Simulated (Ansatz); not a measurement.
Zn:

```
CELL_PARAMETERS angstrom
0.00000 1.96478 1.96478
1.96478 0.00000 1.96478
1.96478 1.96478 0.00000
ATOMIC_POSITIONS crystal
Zn 0.00000 0.00000 0.00000
```

This isn't the form of Zn at room conditions, which is hcp.

- Program: Ansatz 0.2.0
- Task: relaxation of cell and atoms
- Functional: PBEsol
- Dispersion: D4
- Potentials or basis: Ansatz PAW
- Cutoff: 420 eV (not typed: the program's choice for these potentials)
- k mesh: 12 × 12 × 12
- Occupations: fermi-dirac, width 0.05 eV
- Spin: no spin polarisation

At the start: volume 15.17 Å³/atom.

**Question.** Where does the relaxation end?

**Answer.** It ends after 5 steps and the volume is 13.77 Å³/atom (-9.2 %); space group Fm-3m (No. 225, to 0.05 Å).

The path:
```
step  energy change (eV)  largest force (eV/Å)  volume (Å³)
   1              0.0000                0.0000        15.17
   2             -0.0324                0.0000        14.12
   3             -0.0350                0.0000        13.69
   4             -0.0351                0.0000        13.77
   5             -0.0343                0.0000        13.77
```

Final structure:
```xyz
1
Lattice="0.0000 1.9023 1.9023 1.9023 0.0000 1.9023 1.9023 1.9023 0.0000" Properties=species:S:1:pos:R:3 pbc="T T T"
Zn    0.0000    0.0000    0.0000
```

Caveat: the plane-wave basis is chosen anew once the cell has moved, so the energies of steps on either side of that aren't comparable; pairwise dispersion overbinds metals, which lowers pressure and volume; the PAW data sets come from PBE, with cores solved anew for the run's functional, which leaves a small shift of forces and pressure.
